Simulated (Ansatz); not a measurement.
Re under pressure

Computed with DFT PBE, scalar-relativistic, plane waves, PAW (Ansatz 0.2.0). Run with 420 eV cutoff, 18×18×6 k-mesh, Gaussian smearing of 0.10 eV, no spin polarisation.

Reference structure (relaxed):

```
CELL_PARAMETERS angstrom
2.77673 0.00000 0.00000
-1.38836 2.40471 0.00000
0.00000 0.00000 8.95055
ATOMIC_POSITIONS crystal
Re 0.00000 0.00000 0.00000
Re 0.33333 0.66667 0.25000
Re 0.00000 0.00000 0.50000
Re 0.66667 0.33333 0.75000
```

Cell and atoms are relaxed at each pressure within the symmetry of the start, at zero temperature, so transitions that lower the symmetry aren't seen. The k-mesh given is that at zero pressure and may differ at others. a, b and c are the lengths of the cell vectors above. ΔH is E + PV over the energy at zero pressure.

Spin–orbit coupling is left out, which can shift energies with elements as heavy as these.

| P (GPa) | V (Å³/atom) | V/V0 | a (Å) | b (Å) | c (Å) | ΔH (eV/atom) |
| --- | --- | --- | --- | --- | --- | --- |
| -2 | 15.02 | 1.006 | 2.782 | 2.782 | 8.967 | -0.187 |
| 0 | 14.94 | 1.000 | 2.777 | 2.777 | 8.951 | 0.000 |
| 2 | 14.86 | 0.995 | 2.772 | 2.772 | 8.935 | 0.186 |
| 5 | ? | ? | ? | ? | ? | ? |
| 10 | 14.56 | 0.974 | 2.753 | 2.753 | 8.874 | 0.920 |
| 20 | 14.23 | 0.952 | 2.732 | 2.732 | 8.806 | 1.818 |
| 40 | ? | ? | ? | ? | ? | ? |

Task: What stands in the row for 5 GPa?

Result: V 14.74 Å³/atom; V/V0 0.987; a 2.764 Å; b 2.764 Å; c 8.911 Å; ΔH 0.463 eV/atom.

Task: What stands in the row for 40 GPa?

Result: V 13.66 Å³/atom; V/V0 0.914; a 2.695 Å; b 2.695 Å; c 8.688 Å; ΔH 3.558 eV/atom.